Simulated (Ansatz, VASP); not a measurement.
Given: the input of a run of Ansatz 0.2.0 on WS2.

Contents of input.yaml:

```yaml
crystal:
  lattice:
    - [1.5684023653, 0.9055175278, 6.1219674337]
    - [-1.5684023653, 0.9055175278, 6.1219674337]
    - [0.0, -1.8110350555, 6.1219674337]
  atoms:
    - { symbol: W, position: [0.0, 0.0, 0.0] }
    - { symbol: S, position: [0.581, 0.581, 0.581] }
    - { symbol: S, position: [0.7503, 0.7503, 0.7503] }
hamiltonian:
  xc: pbesol
  pseudopotentials: { kind: paw }
kpoints:
  mp_grid: { grid: [10, 10, 10] }
scf:
  occupations: { method: fermi_dirac, width: 0.05 }
output:
  forces: true
  stress: true
  eigenvalues: true
```

Potentials or basis: Ansatz PAW.

The run is started by

```console
$ ansatz run input.yaml --threads 1 --pin off --max-ram 3584MiB --backend cpu --events-out ev --progress --plain --runs-dir out
```

Question: Set up the same calculation for VASP 6.6.1. Potentials there: VASP PAW PBE potentials, release 64 (W_sv, S).

Answer: As run (the cutoff follows the program's own potentials):

File INCAR:

```
SYSTEM = WS2
  PREC = Accurate
  ENCUT = 520
  EDIFF = 1E-7
  ISMEAR = -1
  SIGMA = 0.05
  LREAL = .FALSE.
  LASPH = .TRUE.
  NELM = 60
  ALGO = Normal
  ISIF = 2
  LWAVE = .FALSE.
  LCHARG = .FALSE.
  GGA = PS
  NBANDS = 20
```

File KPOINTS:

```
regular mesh
0
G
  10 10 10
  0 0 0
```

Contents of POSCAR:

```
WS2
1.0
    1.5684023653      0.9055175278      6.1219674337
   -1.5684023653      0.9055175278      6.1219674337
    0.0000000000     -1.8110350555      6.1219674337
W S
1 2
Direct
    0.0000000000      0.0000000000      0.0000000000
    0.5810000000      0.5810000000      0.5810000000
    0.7503000000      0.7503000000      0.7503000000
```

Potentials or basis: VASP PAW PBE potentials, release 64 (W_sv, S).

The run is started by

```console
$ cat potpaw_PBE.64/W_sv/POTCAR potpaw_PBE.64/S/POTCAR > POTCAR
$ mpirun -np 1 vasp_std > vasp.out
```

Both were run:

|  | VASP | Ansatz | Ansatz less VASP |
| --- | --- | --- | --- |
| gap on the k mesh at the Fermi level (eV) | 1.01 | 0.99 | -0.019 |
| least direct gap on the mesh (eV) | 2.30 | 2.29 | -0.005 |
| pressure (GPa) | 3.0 | 2.9 | -0.13 |
| largest component of the traceless stress (GPa) | 0.94 | 0.91 | -0.025 |
| rms of the force components (eV/Å) | 0.299 | 0.293 | -0.0057 |

Atom by atom the forces differ by 0.010 eV/Å (rms over components).

Caveats: spin-orbit coupling is left out, which moves the levels of the heavy elements; the PAW data sets were made with another functional, which shifts forces and pressure a little (VASP); the PAW data sets come from PBE, with cores solved anew for the run's functional, which leaves a small shift of forces and pressure (Ansatz). A k mesh can miss the band edges.
